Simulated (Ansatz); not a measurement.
## Ta₂N: a fit and a missing row

Ta₂N, P-3m1, a = 3.101 Å, c = 4.882 Å. The structure is a Materials Project entry; whether it is the stable form wasn't checked. Ansatz: PBE, PAW, 420 eV, Γ-centred 18×18×10 mesh on 3 atoms, Gaussian smearing 0.10 eV; no spin polarisation. Shape and atoms are relaxed at each volume; pressure is positive in compression.

```tsv
V (Å³/atom)	P (GPa)
12.740	19.18
13.147	8.79
13.553	-0.01
13.960	-7.41
14.366	?
```

Take V0 = 13.553 Å³/atom, count pressures from its P0 = -0.01 GPa, fit the third-order Birch–Murnaghan form to the other rows, and predict the missing pressure.

With the Eulerian strain f = ½[(V0/V)^(2/3) − 1] and y = (P − P0)/[3f(1 + 2f)^(5/2)], the form is the line y = B0 + 1.5 B0 (B0′ − 4) f. Rows (f, y): 0.02105, 274.1; 0.01024, 272.3; -0.00977, 265.2. Means f = 0.007173, y = 270.53; Σ(Δf)² = 0.0004890, ΣΔfΔy = 0.1453; the slope is their ratio. y = 268.4 + 297.1 f GPa, so B0 = 268.4 GPa and B0′ = 4 + 2 × (297.1)/(3 × 268.4) = 4.74. At V = 14.366, f = -0.01905, y = 262.74 and P = -13.64 GPa. The run gave -13.62 GPa, so the fit is 0.02 GPa too low, within the rms miss on the fitted rows (0.03 GPa). The form still works here, 33 % of the fitted range beyond its end.

The cell has an odd number of electrons and ran without spin polarisation, so a magnetic or disproportionated state may lie lower. Spin–orbit coupling is left out, which can shift energies with elements as heavy as these.